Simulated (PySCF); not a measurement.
Species: cyclopentadiene, C5H6.
Z-matrix (Å and degrees, GFN2-xTB geometry), rows numbered from 1:
```
C 
C   1  1.3390
C   2  1.4929  1  109.46
C   3  1.4930  2  102.60  1     0.06
C   4  1.3390  3  109.47  2    -0.05
H   1  1.0754  2  126.89  3   179.94
H   2  1.0744  1  127.56  3  -179.94
H   3  1.0923  2  111.82  1  -119.97
H   3  1.0922  2  111.88  1   120.11
H   4  1.0744  3  122.97  2   179.98
H   5  1.0755  1  123.88  2  -179.95
```

The calculation used PBE0/pcSseg-1 in PySCF (dipole) on a GFN2-xTB geometry, gas phase.

Take the most abundant isotopes and a rigid rotor. 

Give the principal moments of inertia and the rotational constants in GHz.

Ia = 59.21, Ib = 59.86, Ic = 115.96 u·Å²; 505379 MHz·u·Å²/I gives 8536, 8442 and 4358 MHz, that is A = 8.5358, B = 8.4423, C = 4.3580 GHz.

What kind of rotor is it?

A near-oblate asymmetric top: κ = (2 × 8442 − 8536 − 4358)/(8536 − 4358) = 0.96.

Is it planar, by Δ = Ic − Ia − Ib?

Not planar: Δ = Ic − Ia − Ib = -3.10 u·Å². For a rigid frame Δ = −2 Σ m c², so Σ m c² = 1.55 u·Å² lies off the ab plane, practically all of it from hydrogen. The atom farthest from that plane is 0.88 Å away.

Where do the levels up to J = 4 lie, in MHz?

Above 0(0,0):
J = 1: 1(0,1) 12800, 1(1,1) 12894, 1(1,0) 16978
J = 2: 2(0,2) 34409, 2(1,2) 34410, 2(1,1) 46663, 2(2,1) 46944, 2(2,0) 50936
J = 3: 3(0,3) 64688, 3(1,3) 64688, 3(1,2) 85337, 3(2,2) 85345, 3(2,1) 97458, 3(3,1) 98019, 3(3,0) 101877
J = 4: 4(0,4) 103683, 4(1,4) 103683, 4(1,3) 132598, 4(2,3) 132598, 4(2,2) 153234, 4(3,2) 153258, 4(3,1) 165186, 4(4,1) 166122, 4(4,0) 169805
Those of J = 1 are B + C, A + C and A + B.

Which types of transition are allowed, and where do some lines up to J = 2 fall?

The dipole components are |μa| = 0.00 D, |μb| = 0.53 D, |μc| = 0.00 D; the symmetry axis of this C2v structure is b, so μa and μc vanish by symmetry and there are no a-type or c-type lines. Some lines, for components of 0.1 D or more:

```
type  branch         J(Ka,Kc)    MHz  lower level (cm⁻¹)
   b       Q  1(1,0) ← 1(0,1)   4178               0.427
   b       Q  2(2,0) ← 2(1,1)   4273               1.557
   b       Q  2(1,1) ← 2(0,2)  12254               1.148
   b       Q  2(2,1) ← 2(1,2)  12533               1.148
   b       R  1(1,1) ← 0(0,0)  12894               0.000
   b       R  2(0,2) ← 1(1,1)  21515               0.430
   b       R  2(1,2) ← 1(0,1)  21610               0.427
   b       R  2(2,1) ← 1(1,0)  29966               0.566
   b       R  2(2,0) ← 1(1,1)  38042               0.430
```

Estimate the classical rotational partition function at 10 K, 200 K and 298.15 K.

Point group C2v, symmetry number σ = 2; q = (√π/σ)·√((kT/h)³/(ABC)), k/h = 20836.6 MHz/K: 150 at 10 K, 13500 at 200 K, 24500 at 298.15 K.

Whether it is a minimum is left open (no frequencies). No vibrational averaging or centrifugal distortion is included, and the geometry carries the error of its method.
